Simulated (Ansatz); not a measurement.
**CdSe: excitons and shallow donors from band masses and screening**

Method: Ansatz 0.2.0, DFT PBE, scalar-relativistic, plane waves, PAW.

Plane waves to 420 eV, a k mesh through Γ of 10×10×10 on the computed 2-atom cell and Gaussian smearing (0.02 eV); no spin polarisation.

Relaxed cell: F-43m, a = 6.197 Å, b = 6.197 Å, c = 6.197 Å, α = 90.00°, β = 90.00°, γ = 90.00°, 2 atoms in the primitive cell. This zinc-blende form isn't the usual stable structure of the compound.

The calculation gives a Kohn–Sham gap of 0.49 eV, an electron mass of 0.0541 mₑ and a hole mass of 0.145 mₑ (harmonic means over x, y, z and over the bands degenerate at each edge), and ε∞ = 8.47 (independent particles, mean of the diagonal).

Question: Estimate the binding energy and radius of a Wannier–Mott exciton and of a shallow donor, and say whether the hydrogenic model can hold.

Answer: The reduced mass is μ = mₙmₕ/(mₙ + mₕ) = 0.0394 mₑ, with mₙ and mₕ the band masses. With E_b = 13.606 eV × μ/ε² and a = 0.529 Å × ε/μ (μ in mₑ) the exciton has E_b = 7.5 meV and a = 114 Å. For a donor μ is the electron mass: 10.3 meV and 83 Å. The exciton's radius is 26 times the shortest lattice vector (4.38 Å), so the continuum picture is reasonable. In a polar crystal the ions screen too, so a state bound more weakly than an optical phonon feels the larger static constant, which lowers the energy and widens the orbit. The other way, the small Kohn–Sham gap and the missing local fields make ε∞ too large and the masses tend to be too light, which underbinds.